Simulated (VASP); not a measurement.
# GaAs (F-43m) in VASP: further runs

One crystal, GaAs, is run at these levels: PBEsol; tasks: relaxation of cell and atoms.

Everything below comes from runs of VASP 6.6.1. Logs are shortened: lines on timing, memory, paths and dates and some standing lists are left out, and cuts for length are marked.

### 1 The crystal as given

The structure is cubic, space group F-43m (No. 216). Conventional cell: a = 5.663 Å, b = 5.663 Å, c = 5.663 Å, α = 90.00°, β = 90.00°, γ = 90.00°. Ga (site symmetry -43m) is surrounded by 4 As at 2.45 Å. Around As (site symmetry -43m) lie 4 Ga at 2.45 Å.

### 2 Relaxation of cell and atoms, PBEsol

INCAR

```
SYSTEM = GaAs
PREC = Accurate
ENCUT = 600
EDIFF = 1E-7
ISMEAR = 0
SIGMA = 0.03
LREAL = .FALSE.
LASPH = .TRUE.
NELM = 80
ALGO = Normal
ISIF = 3
LWAVE = .FALSE.
LCHARG = .FALSE.
GGA = PS
IBRION = 2
NSW = 90
EDIFFG = -0.005
```

KPOINTS

```
Automatic mesh
0
G
  10 10 10
  0 0 0
```

POSCAR

```
GaAs                                    
1.0
    0.0000000000      2.8313993253      2.8313993253
    2.8313993253     -0.0000000000      2.8313993253
    2.8313993253      2.8313993253      0.0000000000
  Ga              As            
     1     1
Direct
     0.0000000000000000    0.0000000000000000    0.0000000000000000
     0.2500000000000000    0.2500000000000000    0.2500000000000000
```

Potentials or basis: VASP PAW PBE potentials, release 64 (Ga_d, As).

Launch:

```sh
> cat potpaw_PBE.64/Ga_d/POTCAR potpaw_PBE.64/As/POTCAR > POTCAR
> mpirun -np 1 vasp_std > vasp.out
```

OUTCAR:

```text
SYSTEM = GaAs
   PREC = Accurate
   ENCUT = 600
   EDIFF = 1E-7
   ISMEAR = 0
   LREAL = .FALSE.
   LASPH = .TRUE.
   NELM = 80
   ISIF = 3
   GGA = PS
   IBRION = 2
   NSW = 90
   EDIFFG = -0.005

 ion  position               nearest neighbor table
   1  0.000  0.000  0.000-   2 2.45   2 2.45   2 2.45   2 2.45
   2  0.250  0.250  0.250-   1 2.45   1 2.45   1 2.45   1 2.45

  LATTYP: Found a face centered cubic cell.
 ALAT       =     5.6627986506

  Lattice vectors:

 A1 = (   0.0000000000,   2.8313993253,   2.8313993253)
 A2 = (   2.8313993253,   0.0000000000,   2.8313993253)
 A3 = (   2.8313993253,   2.8313993253,   0.0000000000)

Analysis of symmetry for initial positions (statically):
=====================================================================
 Subroutine PRICEL returns:
 Original cell was already a primitive cell.

 Routine SETGRP: Setting up the symmetry group for a
 face centered cubic supercell.

 Subroutine GETGRP returns: Found 24 space group operations
 (whereof 24 operations were pure point group operations)
 out of a pool of 48 trial point group operations.

The static configuration has the point symmetry T_d .

Analysis of symmetry for dynamics (positions and initial velocities):
=====================================================================
 Subroutine PRICEL returns:
 Original cell was already a primitive cell.

 Routine SETGRP: Setting up the symmetry group for a
 face centered cubic supercell.

 Subroutine GETGRP returns: Found 24 space group operations
 (whereof 24 operations were pure point group operations)
 out of a pool of 48 trial point group operations.

The dynamic configuration has the point symmetry T_d .

 Subroutine INISYM returns: Found 24 space group operations
 (whereof 24 operations are pure point group operations),
 and found     1 'primitive' translations

----------------------------------------------------------------------------------------

                                     Primitive cell

  volume of cell :      45.3976

  direct lattice vectors                    reciprocal lattice vectors
     0.000000000  2.831399325  2.831399325    -0.176591128  0.176591128  0.176591128
     2.831399325  0.000000000  2.831399325     0.176591128 -0.176591128  0.176591128
     2.831399325  2.831399325  0.000000000     0.176591128  0.176591128 -0.176591128

  length of vectors
     4.004203326  4.004203326  4.004203326     0.305864805  0.305864805  0.305864805

  position of ions in fractional coordinates (direct lattice)
     0.000000000  0.000000000  0.000000000
     0.250000000  0.250000000  0.250000000

  ion indices of the primitive-cell ions
   primitive index   ion index
                 1           1
                 2           2

----------------------------------------------------------------------------------------

 KPOINTS: Automatic mesh

Automatic generation of k-mesh.
 Grid dimensions read from file:
 generate k-points for:   10   10   10

 Generating k-lattice:

  Cartesian coordinates                     Fractional coordinates (reciprocal lattice)
    -0.017659113  0.017659113  0.017659113     0.100000000  0.000000000  0.000000000
     0.017659113 -0.017659113  0.017659113     0.000000000  0.100000000  0.000000000
     0.017659113  0.017659113 -0.017659113     0.000000000  0.000000000  0.100000000

  Length of vectors
     0.030586481  0.030586481  0.030586481

  Shift w.r.t. Gamma in fractional coordinates (k-lattice)
     0.000000000  0.000000000  0.000000000

 Subroutine IBZKPT returns following result:
 ===========================================

 Found     47 irreducible k-points:

 Following reciprocal coordinates:
            Coordinates               Weight
  0.000000  0.000000  0.000000      1.000000
  0.100000  0.000000  0.000000      8.000000
  0.200000  0.000000  0.000000      8.000000
  0.300000  0.000000  0.000000      8.000000
  0.400000  0.000000  0.000000      8.000000
  0.500000  0.000000  0.000000      4.000000
[... 16 lines left out ...]
  0.300000  0.300000  0.000000      6.000000
  0.400000  0.300000  0.000000     24.000000
 [... further k-points ...]
   k-points           NKPTS =     47   k-points in BZ     NKDIM =     47   number of bands    NBANDS=     13
   number of dos      NEDOS =    301   number of ions     NIONS =      2
   total plane-waves  NPLWV =  32768
   dimension x,y,z NGX =    32 NGY =   32 NGZ =   32
   dimension x,y,z NGXF=    64 NGYF=   64 NGZF=   64
   ions per type =               1   1
   NGX,Y,Z   is equivalent  to a cutoff of  13.29, 13.29, 13.29 a.u.
   NGXF,Y,Z  is equivalent  to a cutoff of  26.57, 26.57, 26.57 a.u.
 SYSTEM =  GaAs
   PREC   = accura    normal or accurate (medium, high low for compatibility)
   ISTART =      0    job   : 0-new  1-cont  2-samecut
   ICHARG =      2    charge: 1-file 2-atom 10-const
   ISPIN  =      1    spin polarized calculation?
   LNONCOLLINEAR =      F non collinear calculations
   LSORBIT =      F    spin-orbit coupling
   LASPH  =      T    aspherical Exc in radial PAW
   ENCUT  =  600.0 eV  44.10 Ry    6.64 a.u.   8.00  8.00  8.00*2*pi/ulx,y,z
   NELM   =     80;   NELMIN=  2; NELMDL= -5     # of ELM steps
   EDIFF  = 0.1E-06   stopping-criterion for ELM
   LREAL  =      F    real-space projection
   EDIFFG = -.5E-02   stopping-criterion for IOM
   NSW    =     90    number of steps for IOM
   IBRION =      2    ionic relax: 0-MD 1-quasi-New 2-CG
   NFREE  =      1    steps in history (QN), initial steepest desc. (CG)
   ISIF   =      3    stress and relaxation
   ISYM   =      2    0-nonsym 1-usesym 2-fastsym
   POTIM  = 0.5000    time-step for ionic-motion
   TEBEG  =    0.0;   TEEND  =   0.0 temperature during run
   PSTRESS=    0.0 pullay stress
   NELECT =      18.0000    total number of electrons
   NUPDOWN=      -1.0000    fix difference up-down
   EMIN   =  10.00;   EMAX   =-10.00  energy-range for DOS
   EFERMI =   0.00;   METHOD = LEGACY
   ISMEAR =     0;   SIGMA  =   0.03  broadening in eV -4-tet -1-fermi 0-gaus
   EFERMI_NEDOS =   21; number of points for ismear=-14 and -15
   IALGO  =     38    algorithm
   IMIX   =      4    mixing-type and parameters
     AMIX     =   0.40;   BMIX     =  1.00
     AMIX_MAG =   1.60;   BMIX_MAG =  1.00
  volume/ion in A,a.u.               =      22.70       153.18
  Fermi-wavevector in a.u.,A,eV,Ry     =   1.202692  2.272759 19.680404  1.446469
  Thomas-Fermi vector in A             =   2.338467
   LORBIT       =      0    0 simple, 1 ext, 2 COOP (PROOUT), +10 PAW based schemes
   GGA     = PS    functional components
   LHFCALC =     F    Hartree Fock is set to
   AEXX    =    0.0000 exact exchange contribution
   IVDW    =     0    specifies the selected vdW correction
   LEPSILON=     F    determine dielectric tensor
   LRPA    =     F    only Hartree local field effects (RPA)
 conjugate gradient relaxation of ions
 non-spin polarized calculation
 Gauss-broadening in eV      SIGMA  =   0.03
  energy-cutoff  :      600.00
  volume of cell :       45.40
 maximum number of plane-waves:      1528
   NGX = 15   NGY = 15   NGZ = 15

 number of electron      18.0000010 magnetization

 Free energy of the ion-electron system (eV)
  ---------------------------------------------------
  ext. energy  EPLUGINS =         0.00000000
  ---------------------------------------------------
  free energy    TOTEN  =        -9.09148421 eV

  energy without entropy =       -9.09148421  energy(sigma->0) =       -9.09148421

 E-fermi :   3.9312     XC(G=0):  -9.7515

 val. band max:        3.7586445599   @ k =   0.0000   0.0000   0.0000
 cond. band min:       4.1786629345   @ k =   0.0000   0.0000   0.0000
 fundamental gap:      0.4200183746
 Fermi energy:         3.9312108869

 k-point     1 :       0.0000    0.0000    0.0000
  band No.  band energies     occupation
      1     -11.0070      2.00000
      2     -11.0070      2.00000
      3     -11.0070      2.00000
      4     -10.9281      2.00000
      5     -10.9281      2.00000
      6      -8.9590      2.00000
      7       3.7586      2.00000
      8       3.7586      2.00000
      9       3.7586      2.00000
     10       4.1787      0.00000
     11       7.4482      0.00000
     12       7.4482      0.00000
     13       7.4482      0.00000

 k-point     2 :       0.1000    0.0000    0.0000
  band No.  band energies     occupation
      1     -11.0159      2.00000
      2     -11.0047      2.00000
      3     -11.0047      2.00000
      4     -10.9282      2.00000
      5     -10.9282      2.00000
      6      -8.8416      2.00000
      7       2.2184      2.00000
      8       3.5993      2.00000
      9       3.5993      2.00000
     10       5.1677      0.00000
     11       7.6830      0.00000
     12       7.6839      0.00000
     13       7.6840      0.00000

 k-point     3 :       0.2000    0.0000    0.0000
  band No.  band energies     occupation
      1     -11.0378      2.00000
      2     -10.9990      2.00000
      3     -10.9990      2.00000
      4     -10.9282      2.00000
      5     -10.9282      2.00000
      6      -8.5044      2.00000
      7       0.4381      2.00000
      8       3.2564      2.00000
      9       3.2564      2.00000
     10       5.2668      0.00000
     11       8.1427      0.00000
     12       8.1427      0.00000
     13       8.8296      0.00000
[... 305 lines left out ...]
 k-point    23 :       0.3000    0.3000    0.0000
  band No.  band energies     occupation
      1     -11.0866      2.00000
      2     -10.9756      2.00000
      3     -10.9756      2.00000
      4     -10.9439      2.00000
      5     -10.9198      2.00000
      6      -7.6650      2.00000
      7      -1.1257      2.00000
      8       1.7221      2.00000
      9       1.7221      2.00000
     10       5.3833      0.00000
     11       6.6000      0.00000
     12      11.1552      0.00000
     13      11.1552      0.00000

 k-point    24 :       0.4000    0.3000    0.0000
  band No.  band energies     occupation
      1     -11.0988      2.00000
      2     -10.9711      2.00000
      3     -10.9696      2.00000
      4     -10.9459      2.00000
      5     -10.9186      2.00000
      6      -7.2263      2.00000
      7      -1.9198      2.00000
      8       1.1626      2.00000
      9       1.5069      2.00000
     10       5.5206      0.00000
     11       6.5345      0.00000
     12      10.9736      0.00000
     13      11.6323      0.00000

 [... further k-points ...]
[... 5 lines left out ...]
  --------------------------------------------------------------------------------------
  -------------------------------------------------------------------------------------
  Total       -0.0044294     -0.0044294     -0.0044294      0.0000000     -0.0000000      0.0000000
  in kB       -0.1563210     -0.1563210     -0.1563210      0.0000000     -0.0000000      0.0000000
  external PRESSURE =      -0.1563210 kB  Pullay stress =       0.0000000 kB

 VOLUME and BASIS-vectors are now :
 -----------------------------------------------------------------------------
  energy-cutoff  :      600.00
  volume of cell :       45.40
      direct lattice vectors                 reciprocal lattice vectors
     0.000000000  2.831399325  2.831399325    -0.176591128  0.176591128  0.176591128
     2.831399325  0.000000000  2.831399325     0.176591128 -0.176591128  0.176591128
     2.831399325  2.831399325  0.000000000     0.176591128  0.176591128 -0.176591128

 POSITION                                       TOTAL-FORCE (eV/Angst)
 -----------------------------------------------------------------------------------
      0.00000      0.00000      0.00000         0.000000      0.000000      0.000000
      1.41570      1.41570      1.41570        -0.000000     -0.000000     -0.000000
 -----------------------------------------------------------------------------------
    total drift:                                0.000001      0.000001      0.000001

  FREE ENERGIE OF THE ION-ELECTRON SYSTEM (eV)
  ---------------------------------------------------
  free  energy   TOTEN  =        -9.0914842075 eV

  energy  without entropy=       -9.0914842075  energy(sigma->0) =       -9.09148421

 reached required accuracy - stopping structural energy minimisation
```

It took 10 s on 1 thread of Intel Xeon 6975P-C (Granite Rapids), shared host; peak memory 0.19 GiB.

Results:

```
Free energy             : -9.0915 eV
Pressure after relaxing : 0.0 GPa
Band gap on the k mesh  : 0.42 eV, direct
```

Final structure:
```
CELL_PARAMETERS angstrom
0.00000 2.83140 2.83140
2.83140 0.00000 2.83140
2.83140 2.83140 0.00000
ATOMIC_POSITIONS crystal
Ga 0.00000 0.00000 0.00000
As 0.25000 0.25000 0.25000
```

Caveat: the relaxation stopped at its first step, so nothing moved; the PAW data sets were made with another functional, which shifts forces and pressure a little.

### 3 Relaxation of cell and atoms, PBEsol

This run uses another cell than the first one, of 22.59 Å³/atom, 0.995 times its volume.

INCAR

```
PREC = Accurate
ENCUT = 600
EDIFF = 1E-6
ISMEAR = 0
SIGMA = 0.03
LREAL = F
LASPH = T
NELM = 80
ALGO = Normal
ISIF = 3
LWAVE = F
LCHARG = F
GGA = PS
IBRION = 2
NSW = 90
EDIFFG = -0.01
KPAR = 4
```

KPOINTS

```
regular mesh
0
Gamma
  10 10 10
```

POSCAR

```
GaAs
1.0
    0.0000000000      2.8268500000      2.8268500000
    2.8268500000      0.0000000000      2.8268500000
    2.8268500000      2.8268500000      0.0000000000
Ga As
1 1
Direct
    0.0000000000      0.0000000000      0.0000000000
    0.2500000000      0.2500000000      0.2500000000
```

Potentials or basis: VASP PAW PBE potentials, release 64 (Ga_d, As).

Launch:

```sh
> cat potpaw_PBE.64/Ga_d/POTCAR potpaw_PBE.64/As/POTCAR > POTCAR
> mpirun -np 4 vasp_std > vasp.out
```

Run time: 27 s. Hardware: 4 MPI ranks of AMD EPYC 7R13 (Zen 3), shared host; peak memory 0.18 GiB.

Results (log left out):

| Property | Result |
| --- | --- |
| Free energy | -9.0915 eV |
| Relaxed volume | 22.70 Å³/atom |
| Relaxed cell | a = 4.004 Å, b = 4.004 Å, c = 4.004 Å, α = 60.00°, β = 60.00°, γ = 60.00° |
| Space group after relaxing (to 0.05 Å) | F-43m (No. 216) |
| Energy gained by relaxing | 0.1 meV/atom |
| Ionic steps | 3 |
| Pressure after relaxing | 0.0 GPa |
| Band gap on the k mesh | 0.42 eV, direct |

Step by step:
```
step  energy change (eV)  largest force (eV/Å)  pressure (GPa)  volume (Å³)
   1              0.0000                0.0000            0.33        45.18
   2             -0.0002                0.0000           -0.18        45.48
   3             -0.0002                0.0000            0.01        45.40
```

Final structure:
```
Ga As
1.0
     0.00000    2.83140    2.83140
     2.83140    0.00000    2.83140
     2.83140    2.83140    0.00000
Ga As
1 1
Direct
  0.00000 0.00000 0.00000
  0.25000 0.25000 0.25000
```

Levels at points of the mesh, in eV from the valence-band top:
```tsv
k point	band 7	band 8	band 9	band 10	band 11	band 12
(0.00, 0.00, 0.00)	0.00	0.00	0.00	0.42	3.69	3.69
(0.50, 0.00, 0.00)	-6.65	-1.14	-1.14	0.92	4.58	4.58
(0.50, 0.50, 0.00)	-6.83	-2.68	-2.68	1.36	1.57	10.09
```

Caveat: the PAW data sets were made with another functional, which shifts forces and pressure a little. A k mesh can miss the band edges.
